Row 6 looks wrong. Its column "level under 4" reads −15.175 eV, while row 5, the same k-point with the other spin, reads −7.532 eV. No exchange splitting in a weakly magnetic metal is that large, and none is needed here. The columns count levels downward and upward from the Fermi energy, so a level that changes sides shifts all its neighbours by one place.

Quantum ESPRESSO 7.5, collinear-spin PBE+U (U = 2 eV on Ta 5d) without spin–orbit coupling, for TaN (Pm-3m), with GBRV 1.5 PBE ultrasoft pseudopotentials, a 612 eV wavefunction cutoff, a 4×4×4 k mesh and Gaussian smearing of 0.05 eV. Levels are given relative to the Fermi energy and numbered outward from it.

```
row  level point (row)  level under 4 (eV)  level under 3 (eV)  level under 2 (eV)  level under 1 (eV)  level over 1 (eV)  level over 2 (eV)  level spin
  1                  1              -5.337              -2.498              -2.498              -2.497              2.491              4.464          up
  2                  1              -4.445              -2.535              -2.534              -2.534              2.784              4.692        down
  3                  2              -7.712              -7.001              -4.021              -0.868              0.573              1.715          up
  4                  2              -7.589              -6.913              -4.030              -0.002              1.042              1.942        down
  5                  3              -7.532              -7.530              -5.962              -0.604              3.438              3.441          up
  6                  3             -15.175              -7.456              -7.455              -5.912              0.166              3.649        down
  7                  4             -13.971              -8.806              -8.803              -8.802              6.595              6.597          up
  8                  4             -14.038              -8.703              -8.701              -8.699              6.699              6.701        down
```

The level that changes sides lies at −0.604 eV for spin up and at 0.166 eV for spin down. It is filled in one spin and empty in the other, and its splitting is 0.77 eV. Once it has crossed, a deep N s level moves into the "level under 4" column of row 6. With the levels paired in the right order, the other splittings at this point are modest.

The crossing level belongs to a pattern. The table comes from a PBE+U calculation of TaN in the CsCl-type structure, with a U of 2 eV on the Ta d shell. Point 1 is the centre of the Brillouin zone and point 4 its corner. In fractions of the reciprocal cell edges, and up to signs, point 2 lies at a quarter, a quarter and a half, and point 3 at a half, a quarter and a half. Some levels split by nearly 0.9 eV between the spins, others by about 0.1 eV, and a few are slightly reversed, with spin up on top. A rigid shift of the up bands against the down bands would give one number everywhere. The splitting depends instead on the orbital from which each level is built.

The zone centre (rows 1 and 2) shows the orbitals nearly unmixed. Each Ta atom there sits amid eight N atoms whose p orbitals all point the same way, so their overlaps with a Ta d orbital cancel in pairs. The triplet near −2.5 eV is therefore N p with no Ta d in it. It splits by −0.04 eV, the minus sign meaning that the down level is the lower one. This agrees with the small N moment, which is opposite to that of Ta.

The lowest level listed at the centre behaves quite differently: it splits by 0.89 eV. Symmetry and energy suggest that it is a Ta eg level, made of the two d orbitals whose lobes point along the cube edges. The nearest Ta neighbours lie along those edges, one cell edge away, and at the zone centre the lobes meet in phase. This direct metal–metal bonding explains why a metal d level can lie below the N p triplet.

The eg levels most likely split so strongly because their band crosses the Fermi energy; no orbital weights were printed to confirm it. Only a level close to that energy can be filled in one spin and empty in the other, so the moment collects in the orbitals that form such levels. The last level under the zero at point 2 (rows 3 and 4) and the crossing level at point 3 are both of this kind, judging by their splittings of 0.87 and 0.77 eV. Exchange then lowers the spin that is more occupied, and the +U term acts in the same direction. For one d orbital its contribution is

splitting from +U = U × (n_up − n_down)

where n_up and n_down are the occupations of that orbital by the two spins. A difference of a tenth of an electron gives 0.2 eV. The term acts orbital by orbital, so it favours the eg orbitals over the rest of the shell. How much of the 0.9 eV is due to U and how much to ordinary exchange is untested here; a run with U = 0 would tell.

The other three d orbitals, called t2g, point between the cube edges. At the zone centre a level that can be read as pure t2g lies well above the Fermi energy and splits by only 0.23 eV. These orbitals mostly form bonding levels that are filled in both spins and antibonding levels that are empty in both. They hold little moment of their own and feel mainly the exchange field of the eg electrons on the same atom.

At the corner of the zone (rows 7 and 8) the N p orbitals change sign from cell to cell. The contributions around a Ta atom that cancelled at the centre now add up, and they add up in the shape of a t2g orbital. The N p triplet becomes a bonding level and falls by 6.3 eV, helped by the changed overlap between neighbouring N atoms. It also takes on part of the Ta splitting, so its own splitting turns from slightly reversed to 0.10 eV in the normal sense.

The π orbitals of carbon monoxide show the same sharing in a simpler system. Whatever weight on carbon the bonding orbital lacks, the antibonding orbital has. The comparison covers only the sharing of weight between two levels, and it fails as soon as a third level joins in. Within that bound it gives a rule without any fitted constant. If the overlap of the two orbitals is ignored, the energies of the two mixed levels add up, for each spin, to the energies of the two unmixed ones. Subtracting the up sum from the down sum leaves

δ_bonding + δ_antibonding = δ_N + δ_t2g

where each δ is a down energy minus an up energy.

The right-hand side is taken from the zone centre, as if the unmixed splittings were the same at every point: −0.037 + 0.228 = 0.191 eV. The corner, which was not used to set up the estimate, gives 0.103 + 0.104 = 0.207 eV if its first empty level is the antibonding partner. The miss is 8% of the expected sum. If that assignment and the two-level picture hold, the nearly equal splittings also mean that Ta and N share each level about equally.

The same sum fails at point 3, where the lower and upper pairs together split by 0.287 eV, half as much again as expected. The lower symmetry at that point allows Ta p orbitals to mix with the same levels, so two levels no longer form a closed set. That is a sufficient reason for the rule to fail, though the size of the miss is not derived from it. The printed output after this text lists the splittings and both sums.

A simple picture of the eg band also has a limit. If Ta orbitals coupled only to their nearest neighbours and overlap were ignored, the band would rise as far above its middle as it falls below it. With the last up level under the zero at point 2 taken as the middle, the corner level should lie near 3.6 eV. The first empty level there is at 6.6 eV, so the eg level must lie at least that high, whichever level this one is. Overlap between close atoms, which raises antibonding levels more than it lowers bonding ones, is a likely cause, though it is not tested here.

The moment of the cell, 0.44 μB, can be traced to individual levels. The down level at −0.002 eV in row 4 lies so close to the Fermi energy that smearing leaves it about half filled. The mesh of 64 points holds twelve points equivalent to this one, and six equivalent to point 3, where one spin is full and the other empty. Together they give (12 × 0.5 + 6)/64 = 0.19 μB. The entropy term of the smearing supports the half filling: twelve such levels would produce it to within about 1% of the printed value.

The remaining 0.25 μB equals sixteen more filled up states without filled down partners. A pair of levels at the eight mesh points halfway between centre and corner supplies exactly that number. No other choice does, if the state keeps its cubic symmetry, the remaining levels are full or empty, and no set of points has more down than up electrons. The other sets still open hold 3, 6 or 12 equivalent points, so they can only add multiples of three. Sixteen is not such a multiple, and neither is the eight that a single level at the eight points would leave. That the pair is of eg type is expected rather than computed: in a simple eg band both levels lie at the middle of the band there.

The counting also shows how fragile the moment is. It is a sum over a few sets of mesh points, and one of these sets sits on the Fermi energy itself. A denser mesh can change the moment, and with it the eg splittings that the moment sustains. The start matters too: the run began with two unpaired d electrons on Ta, the eg orbitals being filled first, and a +U run can keep the state that its start led to. Spin–orbit coupling, left out here, is substantial in Ta 5d levels and can split or shift the levels near the Fermi energy. The run also warned of negative charge density and of a large self-consistency correction to the forces; their effect on the levels is not tested here.

In practice, pair spin levels by their order from the bottom of the valence bands, not by their distance from the Fermi energy. Where levels lie close together, check their orbital character as well, since unequal splittings can swap their order. Then ask what each level is made of. In this run, strong eg character means a large splitting, an even mixture of t2g and N p a small one, and nearly pure N a slightly reversed one. Before the moment is taken as a property of this crystal, repeat the run with a denser mesh, with U = 0, from a nonmagnetic start and with spin–orbit coupling.

TaN serves in chips as a barrier around copper wiring and as a metal gate. Those films do not have the CsCl-type structure, so neither this moment nor these splittings should be carried over to them. What the table offers there is a caution about method: a +U run on a broad-band metal can show a spin splitting of about 0.9 eV that may hang on a few mesh points.

Numerical output:

```
point 1, down minus up, lowest listed level (eg), eV: 0.892
point 1, down minus up, triplet (N p), eV: -0.037
point 1, down minus up, first empty level (s-like), eV: 0.293
point 1, down minus up, second empty level (t2g), eV: 0.228
point 2, down minus up, fourth level under zero, eV: 0.123
point 2, down minus up, second level under zero, eV: -0.009
point 2, down minus up, last level under zero (eg), eV: 0.866
point 2, down minus up, first empty level, eV: 0.469
point 3, down minus up, level that crosses zero (eg), eV: 0.77
point 3, down minus up, lower pair, eV: 0.076
point 3, down minus up, upper pair, eV: 0.211
point 4, down minus up, deep level (N s), eV: -0.067
point 4, down minus up, bonding triplet, eV: 0.103
point 4, down minus up, first empty level, eV: 0.104
sum of splittings expected from unmixed N p and t2g, eV: 0.191
sum of splittings found at point 4, eV: 0.207
same sum at point 3, eV: 0.287
rough Ta share of the bonding triplet at point 4: 0.5283
fall of the up triplet from point 1 to point 4, eV: 6.305
up eg level at point 4 expected from a symmetric nearest-neighbour band, eV: 3.601
moment from levels of points 2 and 3, Bohr magnetons: 0.1875
remaining cell moment, Bohr magnetons: 0.25
entropy term expected from twelve half-filled levels, eV: 0.002645
expected over printed entropy term: 1.011
```
